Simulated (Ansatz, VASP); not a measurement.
**One calculation of MgO, two programs**

```
CELL_PARAMETERS angstrom
2.65924 0.00000 0.00000
0.00000 2.65924 0.00000
0.00000 0.00000 2.65924
ATOMIC_POSITIONS crystal
Mg 0.00000 0.00000 0.00000
O 0.50000 0.50000 0.50000
```

The cell was built by a generator and needn't be a form met in nature.

Alike in both runs: task relaxation of cell and atoms; functional PBE; k mesh 10 × 10 × 10; occupations gaussian, width 0.02 eV; no spin polarisation.

```csv
,VASP,Ansatz
version,VASP 6.6.1,Ansatz 0.2.0
potentials or method,"VASP PAW PBE potentials, release 64 (Mg, O)","scalar-relativistic, plane waves, PAW"
plane-wave cutoff (eV),600,420
valence electrons in the cell,8,16
```

|  | VASP | Ansatz | Ansatz less VASP |
| --- | --- | --- | --- |
| gap on the k mesh at the Fermi level, each at its own relaxed structure (eV) | 2.31 | 2.27 | -0.038 |
| relaxed volume (Å³/atom) | 9.35 | 9.41 | +0.063 |
| relaxed cell length with the largest relative difference (Å) | 2.654 | 2.660 | +0.0059 |

The two sets of potentials don't hold the same shells in valence.

A k mesh can miss the band edges. As with any semilocal functional, this PBE gap is likely too small.
